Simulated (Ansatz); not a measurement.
## One run on MoP (P-6m2): total moment held at 0.2 μB

Level of theory: Ansatz 0.2.0, DFT, PBE, all-electron LAPW, scalar-relativistic.

Command: `ansatz run input.yaml --threads 1 --pin off --max-ram 3072MiB --backend cpu --events-out ev --progress --plain --runs-dir out`

```yaml
crystal:
  lattice:
    - [3.223, 0.0, 0.0]
    - [-1.6115, 2.7911998764, 0.0]
    - [0.0, 0.0, 3.191]
  atoms:
    - { symbol: Mo, position: [0.0, 0.0, 0.0], spin: 0.2 }
    - { symbol: P, position: [0.3333333333, 0.6666666667, 0.5] }
magnetization:
  spin_polarized: true
  initial_magnetization: 0.2
  spin_locking: { lock_magnetization: hard }
kpoints:
  mp_grid: { grid: [12, 12, 10] }
scf:
  occupations: { method: fermi_dirac, width: 0.1 }
  lower_state_search: "off"
hamiltonian:
  xc: pbe
  pseudopotentials: { kind: all_electron, lapw: { basis_error: 0.001 } }
output:
  forces: true
  stress: true
  eigenvalues: false
```

Output:

```
settings of this run that can trade accuracy for cost: output.eigenvalues: false. Do not mix this run's numbers with those of runs without the same settings; the input reference describes each key
LAPW: plane waves up to 8.159 Å⁻¹, error target 1.0e-3 eV per atom; small_component_spin mean_spin; P in spheres of 1.092 Å, 13 of its electrons in bands, Dirac shells []; Mo in spheres of 1.359 Å, 30 of its electrons in bands, Dirac shells [] (how accurate: hamiltonian.pseudopotentials.lapw.basis_error, Limitations)
Engine: ansatz 0.2.0
Pseudopotentials: kind: all_electron
Pseudopotential: Mo, LAPW, valence charge 30, lapw/all_electron/scalar/gaussian/Mo, Koelling and Harmon's equation, gaussian nucleus
Pseudopotential: P, LAPW, valence charge 13, lapw/all_electron/scalar/gaussian/P, Koelling and Harmon's equation, gaussian nucleus
Functional definition: PBE
  parameter kappa = 0.804
  parameter beta = 0.06672455060314922
  exchange = pbe_x(kappa = kappa, mu = beta*pi^2/3)
  correlation = pbe_c(beta = beta)
Crystal: 2 atoms, lattice volume = 28.706 Å³
Basis set: ecut = 253.62932429590018 eV, 255 PW (Γ), exchange–correlation at level 2
Bands: 26, of which v1, the nominal top of the filled ones, is band 22 counted from 1 (21 counted from 0)
Symmetry: 12 space group operations
Space group: P-6m2 (ITA 187), of the structure as read, at distance tolerance 3.1e-5 Å
Magnetic group: BNS 187.209 (UNI 1439), of the structure as read, at distance tolerance 3.1e-5 Å
k-points: 114 of 1440 (time reversal used)
Non-local potential: Mo, projectors of the file, none
Non-local potential: P, projectors of the file, none
Initial density: superposition of atomic densities (chi_scale 0.1, normalization cell)
Starting moments: Σ|m| = 0.2 μB on 1 of 2 sites
Initial wavefunctions: plane waves of lowest kinetic energy (no species holds an atomic orbital)
Functional: x = pbe(κ = 0.804, μ = 0.2195149727645171), c = pbe(β = 0.06672455060314922)
iter 1 solved again at ethr=3.75e-3 eV; its pass at ethr=1.00e-1 eV (dr2=1.61e0 eV) is discarded
SCF iter   1: F=—  HF=-119489.131098 eV  |F-HF|=—  |Δ(HF+E_count)|=         —  Δρ=3.30e-2 (↑3.30e-2 ↓3.27e-2)  dr2=1.61e0  dr2_m=1.31e-4  M=0.200 μB ∫|m|=0.200 μB  β_m=0.30  ethr=3.75e-3  ⟨swp⟩=2.0  Hψ=37814  notcnv=0
preconditioner: auto → none  [metal: Δε(μ)=0.011 eV  Ē_g=9.301 eV  σ=0.100 eV  W_gap=0.03  n_scr=8 (ndim 8)  ℏωp=23.0 eV  f_vac=0.000  D(μ)=0.90/eV (n_scr^D=8)  sad-step TF]
[...]
the basis was enlarged: its passes take 8.5 MiB over the memory plan, 2 of 2 planned eigensolver slots
[...]
Magnetization: 0.2000 μB (21.6000 up, 21.4000 down)
Absolute magnetization: 0.2019 μB (∫|ρ↑−ρ↓|)
Spin contamination: 0.0002 ħ² per cell (⟨S²⟩ above its minimum at these occupations)
Per-site moments (μB) at R_I (Å): [(0.17364480095186963, 1.358943584753348), (0.007856656010911678, 1.0922186710507307)]
Free energy (F): -119488.179268 eV
Harris-Foulkes:  -119488.179268 eV  (|F-HF|=3.20e-10)
Internal energy: -119488.153016 eV  (E = F + TS)
E sigma→0 (E₀):  -119488.166142 eV
Entropy (-TS):   -0.026252 eV (-13.126 meV/atom)
Fermi energy:    19.249712 (↑ 19.427699, ↓ 19.071725) eV
--- Per-component energies (eV) ---
  E_band       = -5052.336246
  E_kinetic    = 123522.080496
  E_xc         = -4005.594174
  E_electrostatic = -239004.639338  (all electrons and nuclei)
  E_smearing   = -0.026252  (= −TS)
  E_closure    = 0.000000  (closes the sum)
  E_atoms      = -119470.547489  (free atoms, spherical and without spin; not in F)
  Σ components = -119488.179268   (vs F -119488.179268, Δ=0.00e0)
  Basis errors (estimates in eV, not in F): energy 3.8e-4 per atom: plane waves 3.4e-4 (1.9e-4 summed), levels above the bands 8.3e-23, relativity 3.3e-8, radial functions 4.6e-5, core shells 1.8e-7; eigenvalues (radial functions only) 1.1e-6; not estimated: angular momenta, meshes, grids; target (lapw.basis_error) 1.0e-3; muffin-tin radii P 1.092 Å, Mo 1.359 Å
--- Forces (eV/Å), atoms counted from 1 ---
  atom   1  Mo    -0.00000000    -0.00000000     0.00000000
  atom   2  P     -0.00000000     0.00000000     0.00000000
  max |Σ_I F_I| component: 3.70e-17 eV/Å
--- Stress (GPa, compression-positive) ---
        3.364969       0.000000       0.000000
        0.000000       3.364969       0.000000
        0.000000       0.000000       2.331561
  P = ⅓ Tr σ = 3.0205 GPa (30.205 kbar)
settings of this run that can trade accuracy for cost: output.eigenvalues: false. Do not mix this run's numbers with those of runs without the same settings; the input reference describes each key
```

Site moments (μB): Mo1 0.17, P2 0.01. Cell moment 0.20 μB.

The magnetic group in the log treats spin as a scalar label, without spin–orbit coupling.

The Ansatz runs typed with the search for lower states off end where their start leads. The magnetic state is the one that this cell and start allow. It needn't be the compound's measured order, which may need a larger cell or be absent.

It took 55 s on 1 thread of Arm Neoverse V2, on a shared host, peak memory 0.56 GiB.
